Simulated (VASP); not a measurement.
# La: equation of state with PBE

Crystal: La.

```xyz
1
Lattice="-2.1238 2.1238 2.1238 2.1238 -2.1238 2.1238 2.1238 2.1238 -2.1238" Properties=species:S:1:pos:R:3 pbc="T T T"
La    0.0000    0.0000    0.0000
```

This isn't the form of La at room conditions, which is double hcp.

| Quantity | Value |
| --- | --- |
| Program | VASP 6.6.1 |
| Task | equation of state |
| Functional | PBE |
| Potentials or basis | VASP PAW PBE potentials, release 64 (La) |
| Cutoff | 520 eV |
| k mesh | 9 × 9 × 9 |
| Occupations | fermi-dirac, width 0.05 eV |
| Spin | no spin polarisation |
| Further INCAR settings | ALGO = Normal; EDIFF = 1e-07; NBANDS = 12 |

| Property | Result |
| --- | --- |
| Equilibrium volume | 37.60 Å³/atom |
| Bulk modulus | 26 GPa |
| Pressure derivative of the bulk modulus | 3.0 |

Energy against volume, from the lowest point:
```
volume (Å³/atom)  energy (meV/atom)
          36.020               5.64
          36.787               1.44
          37.553               0.00
          38.320               1.08
          39.086               4.48
          39.852              10.03
          40.619              17.56
```

All runs of the series together: 120 s on 1 thread of AMD EPYC 9R45 (Zen 5), on a shared host.

Spin-orbit coupling is left out, which matters for the levels of La.
